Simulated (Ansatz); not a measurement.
The cell is COD entry 1539074, as deposited and not checked against the literature; nothing was relaxed.

Input and log of a run on MoP: DFT, PBE, PAW with Ansatz's default frozen-core files, scalar-relativistic (Ansatz 0.2.0).

```yaml
crystal:
  lattice:
    - [3.2230000535, 0.0, 0.0]
    - [-1.6115000268, 2.7911999227, 0.0]
    - [0.0, 0.0, 3.191]
  atoms:
    - { symbol: Mo, position: [0.0, 0.0, 0.0] }
    - { symbol: P, position: [0.3333333333, 0.6666666667, 0.5] }
kpoints:
  mp_grid: { grid: [12, 12, 10] }
  band_path:
    path:
      - [0.0, 0.0, 0.0]
      - [0.5, 0.0, 0.0]
      - [0.3333333333, 0.3333333333, 0.0]
      - [0.0, 0.0, 0.0]
      - [0.0, 0.0, 0.5]
      - [0.5, 0.0, 0.5]
      - [0.3333333333, 0.3333333333, 0.5]
      - [0.0, 0.0, 0.5]
      - [0.5, 0.0, 0.5]
    npoints: 8
scf:
  occupations: { method: fermi_dirac, width: 0.03 }
hamiltonian:
  xc: pbe
  pseudopotentials: { kind: paw }
output:
  forces: true
  stress: true
  eigenvalues: true
  efg: { contact_densities: true }
  populations: true
  bader: true
  dos: { projected: true, de: 0.2, e_range: [-14, 8] }
```

Output:

```
Mo: output.efg is read without spin–orbit coupling, which moves field gradients at and beside such atoms by some per cent and up to a factor of two; PAW files take it under magnetization.noncollinear and magnetization.spin_orbit
Engine: ansatz 0.2.0
Pseudopotentials: kind: paw
Pseudopotential: Mo, paw, valence charge 14, recommended cutoff 420 eV (normal)
Pseudopotential: P, paw, valence charge 5, recommended cutoff 420 eV (normal)
Functional definition: PBE
  parameter kappa = 0.804
  parameter beta = 0.06672455060314922
  exchange = pbe_x(kappa = kappa, mu = beta*pi^2/3)
  correlation = pbe_c(beta = beta)
Crystal: 2 atoms, lattice volume = 28.706 Å³
Basis set: ecut = 420 eV, 551 PW (Γ), exchange–correlation on 48×48×48 points (8 copies of the dense FFT grid, shifted against one another)
Bands: 14, of which v1, the nominal top of the filled ones, is band 10 counted from 1 (9 counted from 0)
Symmetry: 12 space group operations
Space group: P-6m2 (ITA 187), of the structure as read, at distance tolerance 3.1e-5 Å
k-points: 114 of 1440 (time reversal used)
Non-local potential: Mo, projectors of the file, l = 0: 3, l = 1: 2, l = 2: 2, l = 3: 1
Non-local potential: P, projectors of the file, l = 0: 2, l = 1: 2, l = 2: 2
PAW form: soft (Blöchl's): semilocal exchange-correlation on the pseudo side does not see the compensation charge
PAW one-centre angular grid: Mo, 590 points (default); XC on 64 Gauss nodes
PAW one-centre angular grid: P, 110 points (default); XC on 64 Gauss nodes
Initial density: superposition of atomic densities (neutral atoms: chi_scale 0, normalization atom), corrected by the library's trained network
Initial wavefunctions: pseudopotential atomic-orbital guess
Functional: x = pbe(κ = 0.804, μ = 0.2195149727645171), c = pbe(β = 0.06672455060314922)
SCF iter   1: F=—  HF=-5713.061347 eV  |F-HF|=—  |Δ(HF+E_count)|=         —  Δρ=6.64e-3  dr2=4.89e-3  ethr=1.77e-3  ⟨swp⟩=5.9  Hψ=9573  notcnv=0
preconditioner: auto → none  [metal: Δε(μ)=0.054 eV  Ē_g=8.824 eV  σ=0.030 eV  W_gap=0.42  n_scr=8 (ndim 8)  ℏωp=23.0 eV  f_vac=0.000  D(μ)=0.87/eV (n_scr^D=8)  sad-step TF]
SCF iter   2: F=—  HF=-5713.062487 eV  |F-HF|=—  |Δ(HF+E_count)|=   1.14e-3  Δρ=3.93e-3  dr2=2.03e-3  ethr=2.58e-5  ⟨swp⟩=1.5  Hψ=2606  notcnv=0  defer=2
SCF iter   3: F=—  HF=-5713.063143 eV  |F-HF|=—  |Δ(HF+E_count)|=   6.56e-4  Δρ=2.94e-4  dr2=1.58e-5  ethr=1.07e-5  ⟨swp⟩=2.0  Hψ=2543  notcnv=0  defer=2
SCF iter   4: F=—  HF=-5713.063144 eV  |F-HF|=—  |Δ(HF+E_count)|=   5.02e-7  Δρ=6.37e-5  dr2=6.19e-7  ethr=8.32e-8  ⟨swp⟩=2.0  Hψ=2534  notcnv=0  defer=2
iter 5 did not close the SCF: its close was put off for the readings that it lacked (scf_convergence_deferred on its scf_iter line)
SCF iter   5: F=-5713.063144 eV  HF=-5713.063144 eV  |F-HF|=3.65e-9  |Δ(HF+E_count)|=   2.43e-7  Δρ=1.25e-5  dr2=2.79e-8  ethr=3.26e-9  ⟨swp⟩=2.7  Hψ=2486  notcnv=0  defer=2
SCF iter   6: F=-5713.063144 eV  HF=-5713.063144 eV  |F-HF|=1.32e-10  |Δ(HF+E_count)|=   1.03e-8  Δρ=2.05e-6  dr2=7.72e-10  ethr=1.47e-10  ⟨swp⟩=3.1  Hψ=5808  notcnv=0
SCF 1 converged in 6 iterations: F = -5713.063144 eV  dr2 = 7.72e-10
  greatest PAW one-centre occupation: 0.998 electrons in one spin orbital (limit 2), on the Mo atom at site 0 (counted from 0), in its partial waves of l = 0
NSCF: frozen V_eff on 65 k-points
SCF converged after 6 iterations
Free energy (F): -5713.063144 eV
Harris-Foulkes:  -5713.063144 eV  (|F-HF|=1.32e-10)
Internal energy: -5713.060577 eV  (E = F + TS)
E sigma→0 (E₀):  -5713.061860 eV
Entropy (-TS):   -0.002567 eV (-1.283 meV/atom)
Fermi energy:    17.275191 eV
--- Per-component energies (eV) ---
  E_band       = -62.550801
  E_kinetic    = 517.474507
  E_local      = -1025.575496  (includes V_loc(G=0)·N_el)
  E_nonlocal   = 176.323092
  E_hartree    = 357.106578
  E_xc         = -247.549828
  E_vxc        = -293.279499  (∫ρ·V_xc dr)
  E_paw        = -3770.839729  (= ΣΔE_a)
  E_vpaw       = -151.707340  (= ΣTr[D̂ρ^β])
  E_aug_tail   = 0.000052  (compensation charges beyond the density's cutoff)
  E_ewald      = -1719.999753
  E_smearing   = -0.002567  (= −TS)
  E_closure    = 0.000000  (closes the sum)
  Σ components = -5713.063144   (vs F -5713.063144, Δ=0.00e0)
--- Forces (eV/Å), atoms counted from 1 ---
  atom   1  Mo    -0.00000000    -0.00000000     0.00000000
  atom   2  P     -0.00000000    -0.00000000     0.00000000
  max |Σ_I F_I| component: 1.48e-16 eV/Å
--- Stress (GPa, compression-positive) ---
        2.830413      -0.000000       0.000000
       -0.000000       2.830413       0.000000
        0.000000       0.000000       2.259131
  P = ⅓ Tr σ = 2.6400 GPa (26.400 kbar)
--- PAW observables at the nuclei: V_zz in 10²¹ V/m², potentials from the cell's mean, atoms counted from 1 ---
  atom   1  Mo V_zz =    +0.191701   η = 0.0000   by run symmetry: allowed
            electrostatic potential = -6358.515638 V   contact ρ = 595246.197380 e/Å³
  atom   2  P  V_zz =    -0.678771   η = 0.0000   by run symmetry: allowed
            electrostatic potential = -1503.907407 V   contact ρ = 16018.014119 e/Å³
--- Band table (eV; the first three rows and the last of 114) ---
  k-point 0: bands = ["-43.9293", "-18.0803", "-17.8722", "-17.8722", "3.3340", "13.0869", "13.9612", "13.9612", "16.5515", "17.5364", "17.5364", "21.3905", "21.3905", "22.8132"]
  k-point 1: bands = ["-43.9274", "-18.1090", "-17.8697", "-17.8697", "3.4962", "12.8814", "14.0368", "14.0368", "16.4898", "17.1417", "17.1417", "21.6832", "21.6832", "22.9494"]
  k-point 2: bands = ["-43.9225", "-18.1834", "-17.8632", "-17.8632", "3.9593", "12.1592", "14.2412", "14.2412", "16.3935", "16.3935", "16.6702", "21.7705", "21.7705", "23.3139"]
  k-point 113: bands = ["-43.8741", "-18.2878", "-18.0845", "-18.0553", "6.4347", "10.3819", "11.5624", "14.0178", "15.9508", "18.8143", "20.5609", "21.4815", "21.5343", "22.2253"]
--- Löwdin populations: 2 sites ---
  site symbol       q [e]
     0     Mo     14.0109
     1      P      4.8331
  spilling = 0.008211 (of n_electrons = 19.000000)
--- Bader charges: 2 sites ---
  site symbol  charge [e]  shift [e]
     0     Mo      0.7438     0.0028
     1      P     -0.7438     0.0028
  estimated error of the sums over rays = 9.2e-4 e
```

Spin polarisation is left out, and whether a magnetic state lies lower isn't shown here.
